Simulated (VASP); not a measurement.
Input of a VASP 6.6.1 run:

The input INCAR:

```
  ALGO = Fast
  EDIFF = 1E-7
  EDIFFG = -0.002
  ENCUT = 520
  GGA = PE
  IBRION = 2
  ISIF = 3
  ISMEAR = 0
  LASPH = True
  LCHARG = False
  LREAL = False
  LWAVE = False
  NELM = 60
  NSW = 80
  PREC = Accurate
  SIGMA = 1.0
```

File KPOINTS:

```
k-points
0
Gamma
  18 18 10
```

The input POSCAR:

```
Ti
1.0
    2.9500000000      0.0000000000      0.0000000000
   -1.4750000000      2.5547749400      0.0000000000
    0.0000000000      0.0000000000      4.6800000000
Ti
2
Direct
    0.3333333300      0.6666666700      0.2500000000
    0.6666666700      0.3333333300      0.7500000000
```

Potentials or basis: VASP PAW PBE potentials, release 64 (Ti_sv).

Command:

```sh
$ cat potpaw_PBE.64/Ti_sv/POTCAR > POTCAR
$ mpirun -np 1 vasp_std > vasp.out
```

Problem. Estimate the relaxed cell.

Solution. a = 2.951 Å, b = 2.951 Å, c = 4.785 Å, α = 90.00°, β = 90.00°, γ = 120.00°.

Problem. Predict the space group after relaxing (to 0.05 Å).

Solution. P6_3/mmc (No. 194).

Problem. Predict the relaxed volume.

Solution. 18.04 Å³/atom.

Problem. What does it give for the band gap on the k mesh?

Solution. None (metal or under the smearing width).

Final structure:
```
CELL_PARAMETERS angstrom
2.95080 0.00000 0.00000
-1.47540 2.55547 0.00000
0.00000 0.00000 4.78469
ATOMIC_POSITIONS crystal
Ti 0.33333 0.66667 0.25000
Ti 0.66667 0.33333 0.75000
```

PBE usually gives volumes a little too large and moduli too small. Zero-point motion and thermal expansion aren't in these numbers.
